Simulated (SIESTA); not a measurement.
Cs2SnI6 under changes of volume

One of the cells (43.668 Å³/atom); the others are scaled copies at fixed shape and fractional positions:

```xyz
9
Lattice="0.0000 5.8138 5.8138 5.8138 0.0000 5.8138 5.8138 5.8138 0.0000" Properties=species:S:1:pos:R:3 pbc="T T T"
Cs    8.7207    8.7207    8.7207
Cs    2.9069    2.9069    2.9069
I     5.8138    5.8138    8.7747
I     5.8138    5.8138    2.8529
I     5.8138    8.7747    5.8138
I     8.7747    5.8138    5.8138
I     5.8138    2.8529    5.8138
I     2.8529    5.8138    5.8138
Sn    0.0000    0.0000    0.0000
```

```yaml
Program: SIESTA 5.4.2
Functional: LDA
Potentials_or_basis: PseudoDojo 0.4 standard (LDA files)
Basis: DZP (energy shift 0.003 Ry; two zetas on semicore shells; d shell added on Cs)
Grid_cutoff: 500 Ry
Energy_shift: 0.003 Ry
k_mesh: 3 × 3 × 3
Occupations: fermi-dirac, width 0.05 eV
Spin: no spin polarisation
```

```tsv
volume (Å³/atom)	energy over the lowest point (meV/atom)	pressure (GPa)	largest force (eV/Å)
41.048	?	?	?
41.922	0.00	0.3	0.598
42.795	0.01	-0.2	0.459
43.668	2.60	-0.7	0.332
44.542	7.47	-1.1	0.215
45.415	14.37	-1.4	0.108
46.289	23.04	-1.7	0.009
```

Q: What does the run at 41.048 Å³/atom give?

A: Energy over the lowest point 2.92 meV/atom; pressure 0.8 GPa; largest force 0.749 eV/Å.

Worked out: A Birch-Murnaghan fit of order 3 (a polynomial in V^(-2/3)) to the other rows has its minimum at 42.35 Å³/atom with B0 = V·E''(V) = 24 GPa and B' = 5.0 at fixed shape and positions, which overstates the stiffness. It gives 2.92 meV/atom at 41.048 Å³/atom, against the run's 2.92, and -dE/dV = 0.8 GPa, against 0.8.

Energies are extrapolated to zero smearing.

Caveats: the basis of atomic orbitals isn't converged, which shifts pressures, moduli and gaps.
